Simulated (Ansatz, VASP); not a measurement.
## TiC in VASP and in Ansatz

INCAR

```
ALGO = Normal
EDIFF = 1E-7
ENCUT = 520
GGA = PE
ISIF = 2
ISMEAR = -1
LASPH = True
LCHARG = False
LREAL = False
LWAVE = False
NBANDS = 15
NELM = 80
PREC = Accurate
SIGMA = 0.03
```

File KPOINTS:

```
k-points
0
Gamma
  16 16 16
```

POSCAR

```
TiC
1.0
    0.0000000000      2.1640000000      2.0990800000
    2.1640000000      0.0000000000      2.0990800000
    2.1640000000      2.1640000000      0.0000000000
Ti C
1 1
Direct
    0.0000000000      0.0000000000      0.0000000000
    0.5000000000      0.5000000000      0.5000000000
```

Input for Ansatz:

```yaml
crystal:
  lattice:
    - [0.0, 2.164, 2.09908]
    - [2.164, 0.0, 2.09908]
    - [2.164, 2.164, 0.0]
  atoms:
    - { symbol: Ti, position: [0.0, 0.0, 0.0] }
    - { symbol: C, position: [0.5, 0.5, 0.5] }
kpoints:
  mp_grid: { grid: [16, 16, 16] }
  band_path:
    path:
      - [0.0, 0.0, 0.0]
      - [0.0, 0.5, 0.5]
      - [0.25, 0.75, 0.5]
      - [0.0, 0.5, 0.0]
      - [0.0, 0.0, 0.0]
      - [0.5, 0.5, 0.0]
      - [0.3828515251, 0.6171484749, 0.0]
      - [-0.3828515251, 0.3828515251, 0.0]
      - [0.0, 0.0, 0.0]
    npoints: 5
scf:
  occupations: { method: fermi_dirac, width: 0.03 }
hamiltonian:
  xc: pbe
  pseudopotentials: { kind: all_electron, lapw: { basis_error: 0.001 } }
output:
  forces: true
  stress: true
  eigenvalues: true
```

Change from the starting cell: zz strain of -3 %.

Alike in both runs: task single point; functional PBE; k mesh 16 × 16 × 16; occupations fermi-dirac, width 0.03 eV; no spin polarisation.

|  | VASP | Ansatz |
| --- | --- | --- |
| version | VASP 6.6.1 | Ansatz 0.2.0 |
| potentials or method | VASP PAW PBE potentials, release 64 (Ti_sv, C) | all-electron LAPW, scalar-relativistic |
| plane-wave cutoff (eV) | 520 | see its input |

|  | VASP | Ansatz | Ansatz less VASP |
| --- | --- | --- | --- |
| pressure (GPa) | 9.7 | 9.5 | -0.19 |
| largest component of the traceless stress (GPa) | 9.59 | 9.56 | -0.035 |

Ansatz ran all-electron here, so the differences hold the error of VASP's frozen core and of both bases.
